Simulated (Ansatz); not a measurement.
Runs of Ansatz 0.2.0 on Cu. Symmetry: Fm-3m, No. 225, cubic system. The conventional cell has a = 3.615 Å, b = 3.615 Å, c = 3.615 Å, α = 90.00°, β = 90.00°, γ = 90.00°. Around Cu (site symmetry m-3m) lie 12 Cu at 2.56 Å. 

```tsv
level	gap on the mesh (eV)	pressure (GPa)	relaxed volume (Å³/atom)
r2SCAN+D3(BJ)	none	0.0	11.16
r2SCAN+D3(BJ)-ATM	none	0.0	(b)
r2SCAN+rVV10	none	0.0	11.29
r2SCAN	none	0.0	(a)
r2SCAN+D4	none	0.0	11.28
```

Alike in all rows: task relaxation of cell and atoms; potentials or basis Ansatz PAW; no spin polarisation; cell relaxed; k mesh 13 × 13 × 13; cutoff (eV) 500; smearing fermi-dirac 0.05 eV.

Task: Estimate the missing entries.

Result: (a) 11.43; (b) 11.30.

Caveats: the plane-wave basis is chosen anew once the cell has moved, so the energies of steps on either side of that aren't comparable; the PAW data sets come from PBE, with cores solved anew for the run's functional, which leaves a small shift of forces and pressure; pairwise dispersion overbinds metals, which lowers pressure and volume (some runs); the dispersion damping was fitted for another functional or another form of the correction (some runs).

A gap of «none» marks a metal or a gap under the smearing width.
